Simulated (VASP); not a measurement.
# ZrC (Fm-3m) in VASP: further runs, part 2 of 2

VASP 6.6.1. Earlier steps stand in the parts before.

### 3 Relaxation of cell and atoms, PBE+D3(BJ)

This run uses another cell than the first one, of 12.77 Å³/atom, 0.965 times its volume.

Contents of INCAR:

```
SYSTEM = ZrC
PREC = Accurate
ENCUT = 520
EDIFF = 1E-7
ISMEAR = 0
SIGMA = 0.1
LREAL = .False.
LASPH = .True.
NELM = 80
ALGO = Fast
ISIF = 3
LWAVE = .False.
LCHARG = .False.
GGA = PE
IVDW = 12
IBRION = 2
NSW = 80
EDIFFG = -0.002
```

Contents of KPOINTS:

```
regular mesh
0
Gamma
  16 16 16
  0 0 0
```

Contents of POSCAR:

```
ZrC                                     
1.0
    0.0000000000      2.3372031751      2.3372031751
    2.3372031751      0.0000000000      2.3372031751
    2.3372031751      2.3372031751      0.0000000000
  Zr              C             
     1     1
Direct
     0.5000000000000000    0.5000000000000000    0.5000000000000000
     0.0000000000000000    1.0000000000000000    0.0000000000000000
```

Potentials or basis: VASP PAW PBE potentials, release 64 (Zr_sv, C).

On the command line:

```sh
cat potpaw_PBE.64/Zr_sv/POTCAR potpaw_PBE.64/C/POTCAR > POTCAR
mpirun -np 1 vasp_std > vasp.out
```

OUTCAR:

```text
SYSTEM = ZrC
   PREC = Accurate
   ENCUT = 520
   EDIFF = 1E-7
   ISMEAR = 0
   LREAL = .False.
   LASPH = .True.
   NELM = 80
   ISIF = 3
   GGA = PE
   IVDW = 12
   IBRION = 2
   NSW = 80
   EDIFFG = -0.002
 IVDW          = 12

 ion  position               nearest neighbor table
   1  0.500  0.500  0.500-   2 2.34   2 2.34   2 2.34   2 2.34   2 2.34   2 2.34
   2  0.000  0.000  0.000-   1 2.34   1 2.34   1 2.34   1 2.34   1 2.34   1 2.34

  LATTYP: Found a face centered cubic cell.
 ALAT       =     4.6744063502

  Lattice vectors:

 A1 = (   0.0000000000,   2.3372031751,   2.3372031751)
 A2 = (   2.3372031751,   0.0000000000,   2.3372031751)
 A3 = (   2.3372031751,   2.3372031751,   0.0000000000)

Analysis of symmetry for initial positions (statically):
=====================================================================
 Subroutine PRICEL returns:
 Original cell was already a primitive cell.

 Routine SETGRP: Setting up the symmetry group for a
 face centered cubic supercell.

 Subroutine GETGRP returns: Found 48 space group operations
 (whereof 48 operations were pure point group operations)
 out of a pool of 48 trial point group operations.

The static configuration has the point symmetry O_h .

Analysis of symmetry for dynamics (positions and initial velocities):
=====================================================================
 Subroutine PRICEL returns:
 Original cell was already a primitive cell.

 Routine SETGRP: Setting up the symmetry group for a
 face centered cubic supercell.

 Subroutine GETGRP returns: Found 48 space group operations
 (whereof 48 operations were pure point group operations)
 out of a pool of 48 trial point group operations.

The dynamic configuration has the point symmetry O_h .

 Subroutine INISYM returns: Found 48 space group operations
 (whereof 48 operations are pure point group operations),
 and found     1 'primitive' translations

----------------------------------------------------------------------------------------

                                     Primitive cell

  volume of cell :      25.5340

  direct lattice vectors                    reciprocal lattice vectors
     0.000000000  2.337203175  2.337203175    -0.213930909  0.213930909  0.213930909
     2.337203175  0.000000000  2.337203175     0.213930909 -0.213930909  0.213930909
     2.337203175  2.337203175  0.000000000     0.213930909  0.213930909 -0.213930909

  length of vectors
     3.305304428  3.305304428  3.305304428     0.370539204  0.370539204  0.370539204

  position of ions in fractional coordinates (direct lattice)
     0.500000000  0.500000000  0.500000000
     0.000000000  0.000000000  0.000000000

  ion indices of the primitive-cell ions
   primitive index   ion index
                 1           1
                 2           2

----------------------------------------------------------------------------------------

 KPOINTS: regular mesh

Automatic generation of k-mesh.
 Grid dimensions read from file:
 generate k-points for:   16   16   16

 Generating k-lattice:
[... 44 lines left out ...]
   k-points           NKPTS =    145   k-points in BZ     NKDIM =    145   number of bands    NBANDS=     12
   number of dos      NEDOS =    301   number of ions     NIONS =      2
   total plane-waves  NPLWV =  21952
   dimension x,y,z NGX =    28 NGY =   28 NGZ =   28
   dimension x,y,z NGXF=    56 NGYF=   56 NGZF=   56
   ions per type =               1   1
   NGX,Y,Z   is equivalent  to a cutoff of  14.08, 14.08, 14.08 a.u.
   NGXF,Y,Z  is equivalent  to a cutoff of  28.17, 28.17, 28.17 a.u.
 SYSTEM =  ZrC
   PREC   = accura    normal or accurate (medium, high low for compatibility)
   ISTART =      0    job   : 0-new  1-cont  2-samecut
   ICHARG =      2    charge: 1-file 2-atom 10-const
   ISPIN  =      1    spin polarized calculation?
   LNONCOLLINEAR =      F non collinear calculations
   LSORBIT =      F    spin-orbit coupling
   LASPH  =      T    aspherical Exc in radial PAW
   ENCUT  =  520.0 eV  38.22 Ry    6.18 a.u.   6.15  6.15  6.15*2*pi/ulx,y,z
   NELM   =     80;   NELMIN=  2; NELMDL= -5     # of ELM steps
   EDIFF  = 0.1E-06   stopping-criterion for ELM
   LREAL  =      F    real-space projection
   EDIFFG = -.2E-02   stopping-criterion for IOM
   NSW    =     80    number of steps for IOM
   IBRION =      2    ionic relax: 0-MD 1-quasi-New 2-CG
   NFREE  =      1    steps in history (QN), initial steepest desc. (CG)
   ISIF   =      3    stress and relaxation
   ISYM   =      2    0-nonsym 1-usesym 2-fastsym
   POTIM  = 0.5000    time-step for ionic-motion
   TEBEG  =    0.0;   TEEND  =   0.0 temperature during run
   PSTRESS=    0.0 pullay stress
   NELECT =      16.0000    total number of electrons
   NUPDOWN=      -1.0000    fix difference up-down
   EMIN   =  10.00;   EMAX   =-10.00  energy-range for DOS
   EFERMI =   0.00;   METHOD = LEGACY
   ISMEAR =     0;   SIGMA  =   0.10  broadening in eV -4-tet -1-fermi 0-gaus
   EFERMI_NEDOS =   21; number of points for ismear=-14 and -15
   IALGO  =     68    algorithm
   IMIX   =      4    mixing-type and parameters
     AMIX     =   0.40;   BMIX     =  1.00
     AMIX_MAG =   1.60;   BMIX_MAG =  1.00
  volume/ion in A,a.u.               =      12.77        86.16
  Fermi-wavevector in a.u.,A,eV,Ry     =   1.400904  2.647325 26.701867  1.962532
  Thomas-Fermi vector in A             =   2.523818
   LORBIT       =      0    0 simple, 1 ext, 2 COOP (PROOUT), +10 PAW based schemes
   GGA     = PE    functional components
   LHFCALC =     F    Hartree Fock is set to
   AEXX    =    0.0000 exact exchange contribution
   IVDW    =    12    specifies the selected vdW correction
   LEPSILON=     F    determine dielectric tensor
   LRPA    =     F    only Hartree local field effects (RPA)
 conjugate gradient relaxation of ions
 non-spin polarized calculation
 RMM-DIIS sequential band-by-band and
 Gauss-broadening in eV      SIGMA  =   0.10
  energy-cutoff  :      520.00
  volume of cell :       25.53
 maximum number of plane-waves:       701
 NGX is ok and might be reduce to    28
   NGX = 13   NGY = 13   NGZ = 13

 number of electron      16.0000000 magnetization

 Free energy of the ion-electron system (eV)
  ---------------------------------------------------
  ext. energy  EPLUGINS =         0.00000000
  ---------------------------------------------------
  free energy    TOTEN  =       -19.45215370 eV

  energy without entropy =      -19.45033976  energy(sigma->0) =      -19.45124673

 E-fermi :   9.7943     XC(G=0): -12.2158

 val. band max:        9.7785779031   @ k =   0.3125   0.2500   0.0000
 cond. band min:       9.8169366717   @ k =   0.4375   0.4375   0.0000
 fundamental gap:      0.0383587686
 Fermi energy:         9.7942703177

 k-point     1 :       0.0000    0.0000    0.0000
  band No.  band energies     occupation
      1     -38.2346      2.00000
      2     -15.9338      2.00000
      3     -15.9338      2.00000
      4     -15.9338      2.00000
      5      -1.5595      2.00000
      6      10.7442      0.00000
      7      10.7442      0.00000
      8      10.7442      0.00000
      9      10.9059      0.00000
     10      10.9059      0.00000
     11      10.9059      0.00000
     12      12.6668      0.00000
[... 331 lines left out ...]
 k-point    24 :      -0.0625    0.0625    0.0000
  band No.  band energies     occupation
      1     -38.2238      2.00000
      2     -16.0228      2.00000
      3     -15.9573      2.00000
      4     -15.9354      2.00000
      5      -1.3196      2.00000
      6       9.4037      2.00000
      7       9.6129      1.98967
      8       9.7617      1.35482
      9      11.0516      0.00000
     10      11.6897      0.00000
     11      11.7642      0.00000
     12      13.3027      0.00000

 [... further k-points ...]

------------------------ aborting loop because EDIFF is reached ----------------------------------------

 Edisp (eV)   -0.81340

 E8    (eV) :    -0.3762

  FORCE on cell =-STRESS in cart. coord.  units (eV):
  Direction    XX          YY          ZZ          XY          YZ          ZX
  --------------------------------------------------------------------------------------
  -------------------------------------------------------------------------------------
  Total       0.00209     0.00209     0.00209     0.00000     0.00000     0.00000
  in kB       0.13130     0.13130     0.13130     0.00000     0.00000     0.00000
  external pressure =        0.13 kB  Pullay stress =        0.00 kB

 VOLUME and BASIS-vectors are now :
 -----------------------------------------------------------------------------
  energy-cutoff  :      520.00
  volume of cell :       25.53
      direct lattice vectors                 reciprocal lattice vectors
     0.000000000  2.337203175  2.337203175    -0.213930909  0.213930909  0.213930909
     2.337203175  0.000000000  2.337203175     0.213930909 -0.213930909  0.213930909
     2.337203175  2.337203175  0.000000000     0.213930909  0.213930909 -0.213930909

 POSITION                                       TOTAL-FORCE (eV/Angst)
 -----------------------------------------------------------------------------------
      2.33720      2.33720      2.33720        -0.000000      0.000000      0.000000
      0.00000      0.00000      0.00000         0.000000     -0.000000     -0.000000
 -----------------------------------------------------------------------------------
    total drift:                                0.000000      0.000000      0.000000

  FREE ENERGIE OF THE ION-ELECTRON SYSTEM (eV)
  ---------------------------------------------------
  free  energy   TOTEN  =       -20.2655553498 eV

  energy  without entropy=      -20.2637414034  energy(sigma->0) =      -20.26464838

 reached required accuracy - stopping structural energy minimisation
```

OSZICAR:

```text
N       E                     dE             d eps       ncg     rms          rms(c)
DAV:   1     0.106111648821E+03    0.10611E+03   -0.89371E+03  3488   0.135E+03
DAV:   2    -0.155558748506E+02   -0.12167E+03   -0.11492E+03  4032   0.337E+02
DAV:   3    -0.226930859123E+02   -0.71372E+01   -0.70189E+01  6184   0.718E+01
[... 22 lines left out ...]
RMM:  26    -0.194521532269E+02   -0.18452E-06   -0.21935E-06  2520   0.364E-03    0.508E-05
RMM:  27    -0.194521534001E+02   -0.17320E-06   -0.20317E-06  2411   0.323E-03    0.158E-05
RMM:  28    -0.194521535159E+02   -0.11577E-06   -0.14003E-06  2213   0.285E-03    0.729E-06
RMM:  29    -0.194521536263E+02   -0.11046E-06   -0.13279E-06  2166   0.263E-03    0.160E-05
RMM:  30    -0.194521537016E+02   -0.75320E-07   -0.94851E-07  2061   0.248E-03
   1 F= -.20265555E+02 E0= -.20264648E+02  d E =-.202656E+02
```

CONTCAR:

```text
ZrC
   1.00000000000000
     0.0000000000000000    2.3372031751000000    2.3372031751000000
     2.3372031751000000    0.0000000000000000    2.3372031751000000
     2.3372031751000000    2.3372031751000000    0.0000000000000000
  Zr              C
     1     1
Direct
     0.5000000000000000    0.5000000000000000    0.5000000000000000
     0.0000000000000000    0.0000000000000000    0.0000000000000000

  0.00000000E+00  0.00000000E+00  0.00000000E+00
  0.00000000E+00  0.00000000E+00  0.00000000E+00
```

Run time: 1.7 min. Hardware: 1 thread of Intel Xeon Platinum 8488C (Sapphire Rapids), shared host; peak memory 0.2 GiB.

Results:

| Quantity | Value |
| --- | --- |
| Free energy | -20.2656 eV |
| Pressure after relaxing | 0.0 GPa |
| Band gap on the k mesh | none (metal or under the smearing width) |
| Dispersion energy per atom | -0.407 eV |

Final structure:
```
Zr C
1.0
     0.00000    2.33720    2.33720
     2.33720    0.00000    2.33720
     2.33720    2.33720    0.00000
Zr C
1 1
Direct
  0.50000 0.50000 0.50000
  0.00000 0.00000 0.00000
```

Caveat: the relaxation stopped at its first step, so nothing moved; pairwise dispersion overbinds metals, which lowers pressure and volume.
